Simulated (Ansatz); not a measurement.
InN (zinc blende)

```
CELL_PARAMETERS angstrom
      0.00000     5.04898     5.04898
      2.52449     2.52449     5.04898
      2.52449     2.52449     0.00000
ATOMIC_POSITIONS crystal
  N  0.00000 0.75000 0.75000
  N  0.50000 0.75000 0.75000
  In 0.00000 0.00000 0.00000
  In 0.50000 0.00000 0.00000
```

The atoms are displaced by Q × the pattern below (from a DFPT mode at X = (0.5, 0.5, 0.0), largest move 1; Q in Å), at fixed cell. (q is in reciprocal vectors of the primitive cell; the cell shown is doubled to hold the pattern.)

```json
[
 {"atom": "In3", "x": "0.000", "y": "0.000", "z": "1.000"},
 {"atom": "In4", "x": "0.000", "y": "0.000", "z": "-1.000"}
]
```

Atoms not listed stay in place.

These are PBE (plane waves to 420 eV, PAW, scalar-relativistic; Ansatz, a quantum-chemistry and plane-wave program) values and carry that method's errors. k mesh 11×11×11 (Γ-centred), Fermi-Dirac smearing 0.05 eV. With partly filled bands, energies and forces of such displacements shift with the k mesh and the smearing. At this level the bands of InN touch or barely overlap; measurements give the solid a gap. InN was relaxed with its symmetry unable to fall.

At one point of the scan the forces (eV/Å) are:

```tsv
atom	Fx	Fy	Fz
N1	0.000	0.000	0.000
N2	0.000	0.000	0.000
In3	0.000	0.000	1.235
In4	0.000	0.000	-1.235
```

**Question.** Which point is it?
(A) Q = -0.060 Å
(B) Q = -0.030 Å
(C) Q = -0.150 Å
(D) Q = -0.180 Å

**Answer.** A, Q = -0.060 Å

(For displaced atoms, the force is minus the slope of the energy, and its curvature is a force constant, which sets phonon frequencies.)
